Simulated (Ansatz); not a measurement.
**ZrSe2 under changes of volume**

One of the cells (25.784 Å³/atom); the others are scaled copies at fixed shape and fractional positions:

```
Zr Se
1.0
     3.79800    0.00000    0.00000
    -1.89900    3.28916    0.00000
     0.00000    0.00000    6.19200
Zr Se
1 2
Direct
  0.00000 0.00000 0.00000
  0.66667 0.33333 0.75000
  0.33333 0.66667 0.25000
```

```yaml
Program: Ansatz 0.2.0
Functional: PBEsol
Potentials_or_basis: Ansatz PAW
Cutoff: "420 eV (not typed: the program's choice for these potentials)"
k_mesh: 8 × 8 × 5
Occupations: fermi-dirac, width 0.05 eV
Spin: spin-orbit coupling, no magnetisation
```

```tsv
volume (Å³/atom)	energy over the lowest point (meV/atom)	pressure (GPa)	gap on the mesh (eV)	largest force (eV/Å)
24.237	14.42	4.2	0.14	0.811
24.753	4.18	2.2	0.17	0.551
25.268	0.00	0.4	0.20	0.311
25.784	1.28	-1.2	0.22	0.087
26.300	7.49	-2.6	0.25	0.120
26.815	?	?	?	?
27.331	32.79	-5.1	0.29	0.493
```

Task: What does the run at 26.815 Å³/atom give?

Result: Energy over the lowest point 18.13 meV/atom; pressure -4.0 GPa; gap on the mesh 0.27 eV; largest force 0.313 eV/Å.

Worked out: A Birch-Murnaghan fit of order 3 (a polynomial in V^(-2/3)) to the other rows has its minimum at 25.40 Å³/atom with B0 = V·E''(V) = 81 GPa and B' = 4.1 at fixed shape and positions, which overstates the stiffness. It gives 18.12 meV/atom at 26.815 Å³/atom, against the run's 18.13, and -dE/dV = -4.0 GPa, against -4.0. A straight line through the other rows of the gap, of slope 1.25 eV per unit of ln V, gives 0.27 eV, against the run's 0.27.

Energies are extrapolated to zero smearing.

Caveats: odd divisions of the mesh miss points on the zone boundary, where band edges often lie, so the gap on the mesh can be too wide; this functional lacks dispersion, which binds the layers, so the pressure and a relaxed spacing across them are unreliable; the PAW data sets come from PBE, with cores solved anew for the run's functional, which leaves a small shift of forces and pressure.

A mesh can miss the band edges.
